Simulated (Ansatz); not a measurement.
Input and command of a plane-wave DFT calculation in Ansatz:

```yaml
crystal:
  lattice:
    - [3.02662, 0.0, 0.0]
    - [0.0, 3.2735, 0.0]
    - [0.0, 0.0, 4.69776]
  atoms:
    - { symbol: Si, position: [0.5, 0.5381854284, 0.8423] }
    - { symbol: Si, position: [0.0, 0.0, 0.1577] }
    - { symbol: Ni, position: [0.5, 0.5, 0.34422] }
    - { symbol: Ni, position: [0.0, 0.0, 0.65578] }
basis:
  ecutwfc: 420
kpoints:
  mp_grid: { grid: [16, 14, 10] }
hamiltonian:
  xc: pbesol
scf:
  occupations: { method: gaussian, width: 0.15 }
output:
  forces: true
  stress: true
  eigenvalues: true
  write_density: true
  write_potential: true
  elf: true
  volumetric_format: npy
```

```bash
ansatz run input.yaml --threads 4 --pin off --max-ram 9216MiB --backend cpu --events-out ev --progress --plain --runs-dir out
```

Processor: Arm Neoverse V2, 4 threads, on a host shared with other jobs.

Problem. How long does it run, and how much memory does it take?

Solution. About 19 s on 4 threads of Arm Neoverse V2, with other jobs on the host, peak memory 0.87 GiB. It solves 27 bands at 648 k points (the mesh reduced by symmetry) with about 915 plane waves, in 7 SCF iterations.
